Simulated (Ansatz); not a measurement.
# CdO: the volume at rest

CdO in the rock-salt structure, starting from this typed cell of 13.65 Å³ an atom.

```xyz
2
Lattice="0.0000 2.3900 2.3900 2.3900 0.0000 2.3900 2.3900 2.3900 0.0000" Properties=species:S:1:pos:R:3 pbc="T T T"
Cd    0.0000    0.0000    0.0000
O     2.3900    2.3900    2.3900
```

Method (Ansatz, development build): k mesh 8×8×8; Fermi–Dirac smearing of 0.1 eV; no spin. Cell and atoms are relaxed to zero stress with the symmetry kept and no dispersion correction.

Caveats: coarse k mesh.

Task: What volume results under PBE, and how much do the potentials matter?

Result: 
```csv
functional,potentials,cutoff (eV),volume (Å³/atom),change (%)
PBE,all-electron PAW datasets (no frozen core),420,13.55,-0.8
PBE,Ansatz hand-made PAW,930,13.55,-0.7
PBE,PseudoDojo norm-conserving,1388,13.55,-0.8
PBE,Ansatz norm-conserving,1240,13.54,-0.8
```
